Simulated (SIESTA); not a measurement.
The system is HfO2.

```
CELL_PARAMETERS angstrom
5.11800 0.00000 0.00000
0.00000 5.18570 0.00000
-0.85866 0.00000 5.21387
ATOMIC_POSITIONS crystal
Hf 0.27550 0.46030 0.70800
Hf 0.72450 0.96030 0.79200
Hf 0.72450 0.53970 0.29200
Hf 0.27550 0.03970 0.20800
O 0.07420 0.16840 0.84670
O 0.92580 0.66840 0.65330
O 0.92580 0.83160 0.15330
O 0.07420 0.33160 0.34670
O 0.44870 0.74190 0.98010
O 0.55130 0.24190 0.51990
O 0.55130 0.25810 0.01990
O 0.44870 0.75810 0.48010
```

Base run:

```yaml
Program: SIESTA 5.4.2
Functional: PBE
Potentials_or_basis: PseudoDojo 0.4 stringent (PBE files)
Basis: DZP (energy shift 0.003 Ry; two zetas on semicore shells)
Grid_cutoff: 800 Ry
Energy_shift: 0.003 Ry
k_mesh: 5 × 5 × 5
Occupations: fermi-dirac, width 0.05 eV
Spin: no spin polarisation
```

Its results: band gap on the k mesh 4.03 eV, indirect (least direct gap 4.10 eV); pressure 7.3 GPa; largest force 0.524 eV/Å.

Question: The run is repeated on the same cell with these changes: potentials or basis from PseudoDojo 0.4 stringent (PBE files) to PseudoDojo 0.4 standard (PBE files); valence electrons from 152 to 96. What comes out?

Answer: Band gap on the k mesh 4.00 eV, indirect (least direct gap 4.07 eV); pressure 8.7 GPa; largest force 0.517 eV/Å.

Caveats: spin-orbit coupling is left out, which moves the levels of the heavy elements; an odd mesh through Γ misses points on the zone boundary, where band edges often lie; the basis of atomic orbitals isn't converged, which shifts pressures, moduli and gaps; short orbitals over semicore shells can move pressures by several GPa (some runs).
